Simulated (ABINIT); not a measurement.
TiO2, 6 atoms in the cell. It takes space group C2/c (No. 15, monoclinic). The conventional cell has a = 5.412 Å, b = 5.413 Å, c = 5.472 Å, α = 90.00°, β = 118.77°, γ = 90.00°. Around Ti (site symmetry 2) lie 6 O at 1.93 to 2.00 Å. O (site symmetry 1) is surrounded by 3 Ti at 1.93 to 2.00 Å. The cell is a database's computed one.

- Program: ABINIT 10.8.3 (patched build)
- Task: single point
- Functional: PBE
- Potentials or basis: JTH PAW PBE v2.0
- Cutoff: 626 eV
- k mesh: 8 × 8 × 6
- Occupations: fermi-dirac, width 0.05 eV
- Spin: no spin polarisation
- Fine-grid cutoff: 1224.51 eV

Potentials or basis: JTH PAW PBE v2.0.

Run with:

```bash
$ abinit run.abi > log 2>&1
```

Hardware: 1 thread of Intel(R) Xeon(R) Processor @ 2.50GHz (Skylake/Cascade Lake) (shared host).

**Question.** Estimate the wall time of this run.

**Answer.** Wall time 17 min on 1 thread of Intel(R) Xeon(R) Processor @ 2.50GHz (Skylake/Cascade Lake), with other jobs on the host, peak memory 0.33 GiB. Counts: scf iterations 16, mpi ranks 1, k points 114, bands 29, plane waves 2512.
